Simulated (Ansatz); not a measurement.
# 2H-WSe2 bilayer (2H stacking) in a perpendicular field, part 3 of 3

Aim: how the 2H-WSe2 bilayer (2H stacking) screens a field along its normal, and what the field does to its bands. A positive field points along +c.

Ansatz 0.2.0; plane-wave DFT, PBE-D3(BJ), Ansatz PAW.

So far, gap along the path (eV): step 3 (atoms held, field 0, start network) 1.28; step 8 (field 0.2 V/Å) 1.26; step 9 (field -0.2 V/Å) 1.26; step 10 (field 0.3 V/Å) 1.23; step 11 (field -0.3 V/Å) 1.23.

### Step 12. Single point, field 0.4 V/Å

input.yaml reads:

```yaml
crystal:
  lattice:
    - [3.2822667302, 0.0, 0.0]
    - [-1.6411333651, 2.8425263704, 0.0]
    - [0.0, 0.0, 27.7720183185]
  atoms:
    - { symbol: Se, position: [0.3333333333, 0.6666666667, 0.3240671923] }
    - { symbol: W, position: [0.0, 0.0, 0.3847428736] }
    - { symbol: Se, position: [0.3333333333, 0.6666666667, 0.4453928943] }
    - { symbol: Se, position: [0.0, 0.0, 0.5546071057] }
    - { symbol: W, position: [0.3333333333, 0.6666666667, 0.6152571264] }
    - { symbol: Se, position: [0.0, 0.0, 0.6759328077] }
kpoints:
  mp_grid: { grid: [18, 18, 1] }
  band_path:
    path: [[0, 0, 0], [0.5, 0, 0], [0.33333333, 0.33333333, 0], [0, 0, 0]]
    npoints: 16
hamiltonian:
  xc: pbe
  dispersion: d3bj
scf:
  occupations: { method: fermi_dirac, width: 0.02585 }
  convergence: { dr2_threshold: 1.0e-10 }
efield:
  axis: 3
  dipole_correction: true
  ramp_position: 0.9244
  ramp_width: 0.1512
  amplitude: 0.4
output:
  write_potential: true
  write_density: true
  volumetric_format: npy
```

Started as:

```sh
$ ansatz run input.yaml --threads 4 --pin off --max-ram 8192MiB --backend cpu --events-out ev --progress --plain --runs-dir out
```

Numbers of over 12 decimals in the logs are rounded to 6 here.

The log of the run:

```text
[...]
Crystal: 6 atoms, lattice volume = 259.111 Å³
Basis set: ecut = 420 eV, 5181 PW (Γ)
Bands: 56, of which v1, the nominal top of the filled ones, is band 46 counted from 1 (45 counted from 0)
Symmetry: 6 space group operations
k-points: 37 of 324 (time reversal used)
[...]
k-point 0: bands = [... 42 lower, 2.2404, 2.2404, 2.6382, 3.4126, 6.0710, 6.0710, 6.2007, 6.2007, ... 6 higher]
  k-point 1: bands = [... 42 lower, 2.1573, 2.2510, 2.6506, 3.3600, 5.9362, 6.0214, 6.1359, 6.1540, ... 6 higher]
  k-point 2: bands = [... 42 lower, 1.9371, 2.2389, 2.6415, 3.1827, 5.5651, 5.7606, 5.9709, 5.9911, ... 6 higher]
  k-point 36: bands = [... 42 lower, 0.7471, 1.0216, 3.0575, 3.4076, 4.7733, 5.0911, 5.6165, 6.3610, ... 6 higher]
[key lines of the parts left out:]
SCF converged after 16 iterations
Free energy (F): -42651.700504 eV
Fermi energy:    4.005751 eV
Dipole field:    D = 0.161649 V/Å  (p = 0.231472 e·Å, saw-weighted, corrected)
```

The job ended after 28 s (4 threads of Intel Xeon at 2.70GHz, shared host; peak memory 0.98 GiB; 1.8 min of CPU time).

The dipole is 0.231 e·Å, and the gap 1.205 eV.

### Step 13. Single point, field -0.4 V/Å

Edit input.yaml of step 12 so:

```diff
@@ -28,3 +28,3 @@
   ramp_width: 0.1512
-  amplitude: 0.4
+  amplitude: -0.4
 output:
```

The log of the run:

```text
[...]
Crystal: 6 atoms, lattice volume = 259.111 Å³
Basis set: ecut = 420 eV, 5181 PW (Γ)
Bands: 56, of which v1, the nominal top of the filled ones, is band 46 counted from 1 (45 counted from 0)
Symmetry: 6 space group operations
k-points: 37 of 324 (time reversal used)
[...]
k-point 0: bands = [... 42 lower, 2.2404, 2.2404, 2.6382, 3.4126, 6.0710, 6.0710, 6.2007, 6.2007, ... 6 higher]
  k-point 1: bands = [... 42 lower, 2.1573, 2.2510, 2.6506, 3.3600, 5.9362, 6.0214, 6.1359, 6.1540, ... 6 higher]
  k-point 2: bands = [... 42 lower, 1.9371, 2.2389, 2.6415, 3.1826, 5.5651, 5.7606, 5.9709, 5.9911, ... 6 higher]
  k-point 36: bands = [... 42 lower, 0.7471, 1.0216, 3.0575, 3.4076, 4.7733, 5.0911, 5.6165, 6.3610, ... 6 higher]
[key lines of the parts left out:]
SCF converged after 16 iterations
Free energy (F): -42651.700504 eV
Fermi energy:    4.005751 eV
Dipole field:    D = -0.161650 V/Å  (p = -0.231473 e·Å, saw-weighted, corrected)
```

Run time: 30 s. Hardware: 4 threads; peak memory 0.97 GiB; 1.9 min of CPU time.

The dipole is -0.231 e·Å, and the gap 1.205 eV.

### Step 14. Response, atoms held

This step: plane-wave DFT, PBE-D3(BJ), Ansatz PAW; response to a field along the normal, atoms held (Ansatz 0.2.0).

The dipoles give the slope, and the difference of two potentials shows where the field is screened.

Numbers from this step:

* equivalent conductor thickness p/(ε₀AE): 11.21 Å
* distance between the outer atoms: 9.772 Å

The dipole of the cell by applied field:

```csv
applied field (V/Å),dipole of the cell (e·Å)
-0.400,-0.231
-0.300,-0.174
-0.200,-0.116
-0.100,-0.0578
-0.050,-0.0289
0.000,2.4e-6
0.050,0.0289
0.100,0.0578
0.200,0.116
0.300,0.174
0.400,0.231
```

Local field over the applied field, running mean. From the potentials at -0.05 and 0.05 V/Å; running mean over 2.8 Å. Local field over applied field against z:

```csv
z (Å),local field over applied field
5,0.994
6,0.952
7,0.765
8,0.451
9,0.163
10,0.0499
11,0.0359
12,0.0812
13,0.195
14,0.237
15,0.169
16,0.0649
17,0.0330
18,0.0619
19,0.216
20,0.526
21,0.826
22,0.969
23,0.996
```

Electrons, planar mean, per unit field. The induced electron density by z:

```csv
z (Å),induced electron density (e/Å³ per V/Å)
4.5,7.6e-6
5.0,2.3e-5
5.5,6.7e-5
6.0,1.9e-4
6.5,5.1e-4
7.0,0.00126
7.5,0.00266
8.0,0.00350
8.5,0.00156
9.0,8.2e-4
9.5,4.4e-4
10.0,-6.4e-4
10.5,-9.0e-5
11.0,2.9e-4
11.5,3.7e-4
12.0,-4.8e-4
12.5,-7.9e-4
13.0,-0.00153
13.5,-0.00156
14.0,5.2e-4
14.5,0.00191
15.0,0.00105
15.5,6.2e-4
16.0,1.4e-4
16.5,-4.4e-4
17.0,-2.3e-4
17.5,4.2e-4
18.0,2.9e-4
18.5,-7.1e-4
19.0,-9.6e-4
19.5,-0.00264
20.0,-0.00339
20.5,-0.00195
21.0,-8.4e-4
21.5,-3.3e-4
22.0,-1.2e-4
22.5,-4.2e-5
23.0,-1.4e-5
23.5,-4.6e-6
```

The smaller of the gaps on the path and on the k-mesh, counted as 0 under 0.03 eV. Table of gap by applied field:

```csv
applied field (V/Å),gap (eV)
-0.400,1.21
-0.300,1.23
-0.200,1.26
-0.100,1.27
-0.050,1.27
0.000,1.28
0.050,1.27
0.100,1.27
0.200,1.26
0.300,1.23
0.400,1.21
```

By hand: between -0.05 and 0.05 V/Å the dipole changes by 0.05782 e·Å, a slope of 0.5782 e·Å²/V. A perfect conductor of thickness t has p = ε₀AEt, so t = 180.95 × 0.5782 / 9.330 = 11.21 Å (e/ε₀ = 180.95 V·Å, A in Å²).

The induced dipole is that of a conductor 11.21 Å thick.

### Step 15. Results

* gap without field: 1.28 eV
* ionisation energy, upper face: 4.92 eV
* electron affinity, upper face: 3.65 eV
* equivalent conductor thickness, atoms held: 11.2 Å

**Reading.** The induced dipole equals that of a perfect conductor 11.21 Å thick, while the outer atoms lie 9.77 Å apart; an out-of-plane ε follows only once a thickness t is chosen, by 1 − 1/ε = 11.21 Å / t. The gap goes from 1.28 eV to 1.21 eV at -0.4 V/Å. With the field reversed the gap is 1.21 eV at 0.4 V/Å. Semilocal functionals give gaps that are too small, and excitons are not included. Spin-orbit coupling is left out, which matters for the bands of elements this heavy.

[Logs are printed without paths, hosts, clocks, repeated set-up lines and the standing remarks that a program may print on its own settings, such as how far it seeks lower states.]

[Hosts, paths, dates, database ids (printed as entryN), source tags and the programs' standing remarks are cut or masked in the printed files.]

[Maps of the electrostatic potential energy from Ansatz leave out the sawtooth potential of an applied field or a dipole correction, so their vacuum need not be flat; planar profiles and work functions include it.]
